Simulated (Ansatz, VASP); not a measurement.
# Si6H2O in two plane-wave programs

One calculation is typed for both programs; each brings its own data sets. How far apart do they land? Of the first pair: The cell is taken from a series of runs on this material, whose earlier steps may have relaxed, scaled, displaced or heated it; both programs get it as it stands.

Program: Ansatz 0.2.0. Level of theory: plane waves, with VASP 6.6.1 beside it; PBE. Results are calculated unless marked as measured.

### Step 1. Set-up

The cell holds 36 atoms: 8 H, 4 O and 24 Si. Cell: a = 7.679 Å, b = 7.679 Å, c = 24.634 Å, α = 90.0°, β = 90.0°, γ = 60.0°. It derives from Si. As first built, before any earlier steps moved the atoms or strained the cell (in the runner's words): kind terminated face; group OH; share_of_top_atoms 1; rest H; oxygen_in_back_bonds 0; lower_face H. Vacuum lies along c.

### Step 2. VASP: single point, PBE, pair 1

With cell and atoms fixed, the geometry can't cause a difference; cores, projectors, grids and the points listed under the comparison can.

Lines of VASP's logs that name or quote its potential files are left out, and so is its time.

Input file INCAR:

```
SYSTEM = Si6H2O
PREC = Accurate
ENCUT = 520
EDIFF = 1E-06
NELM = 120
ISMEAR = -1
SIGMA = 0.02
LREAL = Auto
ALGO = Normal
GGA = PE
NBANDS = 92
LORBIT = 11
LWAVE = .FALSE.
LCHARG = .FALSE.
ISIF = 2
LDIPOL = .TRUE.
IDIPOL = 3
DIPOL = 0.5 0.5 0.517
LVHAR = .TRUE.
LASPH = .TRUE.
GGA_COMPAT = .FALSE.
EFERMI = MIDGAP
NELMDL = -8
KPAR = 4
```

Input file POSCAR:

```
Si6H2O
1.0
    7.6791796437      0.0000000000      0.0000000000
    3.8395898218      6.6503646517      0.0000000000
    0.0000000000      0.0000000000     24.6337769138
H O Si
8 4 24
Direct
    0.0552945100      0.0487510454      0.7186156605
    0.5552945100      0.0487510454      0.7186156605
    0.0552945100      0.5487510454      0.7186156605
    0.5552945100      0.5487510454      0.7186156605
    0.0000000000      0.0000000000      0.2841626770
    0.5000000000      0.0000000000      0.2841626770
    0.0000000000      0.5000000000      0.2841626770
    0.5000000000      0.5000000000      0.2841626770
    0.9888515961      0.9869414108      0.6996916384
    0.4888515961      0.9869414108      0.6996916384
    0.9888515961      0.4869414108      0.6996916384
    0.4888515961      0.4869414108      0.6996916384
    0.9983717542      0.9960587677      0.6313629650
    0.4983717542      0.9960587677      0.6313629650
    0.9983717542      0.4960587677      0.6313629650
    0.4983717542      0.4960587677      0.6313629650
    0.8321071641      0.3299414926      0.5994480562
    0.3321071641      0.3299414926      0.5994480562
    0.8321071641      0.8299414926      0.5994480562
    0.3321071641      0.8299414926      0.5994480562
    0.8339346980      0.3329429848      0.5034328509
    0.3339346980      0.3329429848      0.5034328509
    0.8339346980      0.8329429848      0.5034328509
    0.3339346980      0.8329429848      0.5034328509
    0.1672282283      0.1663381522      0.4710570006
    0.6672282283      0.1663381522      0.4710570006
    0.1672282283      0.6663381522      0.4710570006
    0.6672282283      0.6663381522      0.4710570006
    0.1666666670      0.1666666670      0.3752470850
    0.6666666670      0.1666666670      0.3752470850
    0.1666666670      0.6666666670      0.3752470850
    0.6666666670      0.6666666670      0.3752470850
    0.0000000000      0.0000000000      0.3434308930
    0.5000000000      0.0000000000      0.3434308930
    0.0000000000      0.5000000000      0.3434308930
    0.5000000000      0.5000000000      0.3434308930
```

Input file KPOINTS:

```
Automatic mesh
0
Gamma
3 3 1
0 0 0
```

The projector-augmented-wave data sets are H, O and Si (PBE family, release 64).

The run is started by

```bash
$ mpirun -np 4 vasp_std
```

Numbers of over 12 decimals in the logs are rounded to 6 here.

Log:

```text
[banner, memory and clock lines left out]
running    4 mpi-ranks, on    1 nodes
[...]
LDA part: xc-table for (Slater+PW92), standard interpolation
 POSCAR, INCAR and KPOINTS ok, starting setup
[...]
entering main loop
       N       E                     dE             d eps       ncg     rms          rms(c)
DAV:   1     0.710651779293E+03    0.71065E+03   -0.44984E+04   928   0.106E+03
DAV:   2    -0.828042620809E+02   -0.79346E+03   -0.75327E+03  1232   0.208E+02
DAV:   3    -0.193898545878E+03   -0.11109E+03   -0.10962E+03  1160   0.783E+01
DAV:   4    -0.198289794991E+03   -0.43912E+01   -0.43696E+01  1200   0.173E+01
[...]
DAV:  27    -0.188229843325E+03   -0.91019E-05   -0.95659E-07   816   0.276E-03    0.128E-03
DAV:  28    -0.188229846217E+03   -0.28918E-05   -0.19934E-07   792   0.115E-03    0.876E-04
DAV:  29    -0.188229846569E+03   -0.35179E-06   -0.53310E-08   752   0.973E-04
   1 F= -.18822985E+03 E0= -.18822985E+03  d E =-.285387E-10
```

From OUTCAR (step 2):

```text
  Total        5.3260347      5.6221832      4.2645568     -0.2515720      0.2006206      0.1329407
  in kB        6.7830229      7.1601856      5.4311674     -0.3203920      0.2555023      0.1693079
  external PRESSURE =       6.4581253 kB  Pullay stress =       0.0000000 kB

 POSITION                                       TOTAL-FORCE (eV/Angst)
 -----------------------------------------------------------------------------------
      0.61180      0.32421     17.70222         0.065582      0.038403      0.078903
      4.45139      0.32421     17.70222         0.065582      0.038403      0.078903
      2.53160      3.64939     17.70222         0.065582      0.038403      0.078903
      6.37119      3.64939     17.70222         0.065582      0.038403      0.078903
      0.00000      0.00000      7.00000         0.001157     -0.001399     -0.760841
      3.83959      0.00000      7.00000         0.001157     -0.001399     -0.760841
      1.91979      3.32518      7.00000         0.001157     -0.001399     -0.760841
      5.75938      3.32518      7.00000         0.001157     -0.001399     -0.760841
     11.38302      6.56352     17.23605        -0.053970     -0.031386     -0.026511
      7.54343      6.56352     17.23605        -0.053970     -0.031386     -0.026511
      9.46322      3.23834     17.23605        -0.053970     -0.031386     -0.026511
      5.62363      3.23834     17.23605        -0.053970     -0.031386     -0.026511
     11.49113      6.62415     15.55285        -0.015952     -0.002690     -0.054489
      7.65154      6.62415     15.55285        -0.015952     -0.002690     -0.054489
[...]
-----------------------------------------------------------------------------------
    total drift:                               -0.007526      0.016290     -0.012098

  FREE ENERGIE OF THE ION-ELECTRON SYSTEM (eV)
  ---------------------------------------------------
  free  energy   TOTEN  =      -188.2298465687 eV

  energy  without entropy=     -188.2298465687  energy(sigma->0) =     -188.22984657

[... 3 further parts left out ...]
[key lines of the parts left out:]
E-fermi :   0.2762
```

[end of part 1 of 3]

[Lines on the potential files, build, host, timing and source positions are cut from VASP's logs without a mark.]

[Logs are printed without paths, hosts, clocks, repeated set-up lines and the standing remarks that a program may print on its own settings, such as how far it seeks lower states.]

[Hosts, paths, dates, database ids (printed as entryN), source tags and the programs' standing remarks are cut or masked in the printed files.]
